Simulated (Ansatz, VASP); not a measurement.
# MgS: VASP beside Ansatz

```
CELL_PARAMETERS angstrom
0.00000 2.60165 2.60165
2.60165 0.00000 2.60165
2.60165 2.60165 0.00000
ATOMIC_POSITIONS crystal
Mg 0.00000 0.00000 0.00000
S 0.51922 0.51922 0.48078
```

Change from the starting cell: all S atoms moved -0.100 Å, as atom 2 towards its neighbour atom 1 (Mg) at 2.602 Å.

Alike in both runs: task single point; functional PBE; k mesh 8 × 8 × 8; occupations gaussian, width 0.05 eV; no spin polarisation.

```csv
,VASP,Ansatz
version,VASP 6.6.1,Ansatz 0.2.0
potentials or method,"VASP PAW PBE potentials, release 64 (Mg, S)","scalar-relativistic, plane waves, PAW"
plane-wave cutoff (eV),520,420
valence electrons in the cell,8,16
```

```csv
,VASP,Ansatz,Ansatz less VASP
gap on the k mesh at the Fermi level (eV),2.78,2.79,+0.015
least direct gap on the mesh (eV),3.71,3.72,+0.012
pressure (GPa),1.2,1.5,+0.30
largest component of the traceless stress (GPa),0.83,0.83,-0.001
rms of the force components (eV/Å),0.171,0.171,-0.0001
```

Atom by atom the forces differ by 0.000 eV/Å (rms over components). With one functional, cell and mesh, what is left measures potentials, basis and numerics. The two sets of potentials don't hold the same shells in valence.

A k mesh can miss the band edges.
